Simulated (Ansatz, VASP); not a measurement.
# One calculation of C, two programs

```
C
1.0
     0.00000    1.81654    1.79667
     1.68410    0.00000    1.79667
     1.68410    1.81654    0.00000
C
2
Direct
  0.50000 0.50000 0.50000
  0.75000 0.75000 0.75000
```

Change from the starting cell: strain +e along x and -e along y -0.0375, strain +e along z and -e/2 along x and y +0.0175.

Alike in both runs: task single point; functional LDA; k mesh 12 × 12 × 12; occupations gaussian, width 0.05 eV; no spin polarisation.

```csv
,VASP,Ansatz
version,VASP 6.6.1,Ansatz 0.2.0
potentials or method,"VASP PAW LDA potentials, release 64 (C)","scalar-relativistic, plane waves, PAW"
plane-wave cutoff (eV),520,520
valence electrons in the cell,8,8
```

VASP gave:

```
gap on the k mesh at the Fermi level (eV)       : 2.44
least direct gap on the mesh (eV)               : 4.44
pressure (GPa)                                  : 2.5
largest component of the traceless stress (GPa) : 41.52
```

Q: Estimate Ansatz's values.

A: gap on the k mesh at the Fermi level (eV): 2.46; least direct gap on the mesh (eV): 4.43; pressure (GPa): 0.8; largest component of the traceless stress (GPa): 41.59.

Ansatz warned: «pseudo_functional_mismatch».
